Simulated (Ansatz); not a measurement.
# BaS: stiffness from a series of strains

```yaml
crystal:
  lattice:
    - [0.00000, 3.19375, 3.19375]
    - [3.19375, 0.00000, 3.19375]
    - [3.19375, 3.19375, 0.00000]
  atoms:
    - { symbol: Ba, position: [0.00000, 0.00000, 0.00000] }
    - { symbol: S, position: [0.50000, 0.50000, 0.50000] }
```

Atoms are numbered in the order listed.

The cell is COD entry 9008600, as deposited and not checked against the literature; nothing was relaxed.

Spin–orbit coupling is left out, though it moves levels of the heavy atoms by tenths of an eV or more.

Level of theory: DFT, PBE, all-electron LAPW, scalar-relativistic (Ansatz 0.2.0).

Sampling and basis: a Γ-centred 8×8×8 k mesh, Fermi–Dirac smearing of 0.02 eV, basis error target 0.25 meV/atom, no spin polarisation.

The strain is applied along the Cartesian axes of the cell as listed (the other components stay zero). Fractional coordinates are held (clamped ions).

σ is the change of stress from the unstrained cell, which is at 0.83 GPa; tension is positive, so slopes are stress–strain coefficients at that pressure.

Only quantities that a quadratic follows smoothly over the whole series are listed; rougher ones are left out.

```csv
εzz,σzz (GPa),σxx (GPa)
-0.0300,-3.61,-0.59
-0.0200,-2.25,-0.39
0.0000,0.00,0.00
0.0100,0.92,0.18
0.0200,1.73,0.36
0.0300,2.44,0.53
```

Problem. Fit the series and read off the stiffness at zero strain.

Solution. Least-squares fits y = p0 + p1 x + p2 x² to the rows give σzz (GPa): p1 = 100, p2 = -640; σxx (GPa): p1 = 18.7, p2 = -31. So C11 = 100 GPa and C12 = 19 GPa, which gives B = (C11 + 2 C12)/3 = 46 GPa.

Problem. One run, at εzz = -0.0100, is withheld. Predict its row.

Solution. The fits give -1.08, -0.19; the run gave -1.05, -0.19.
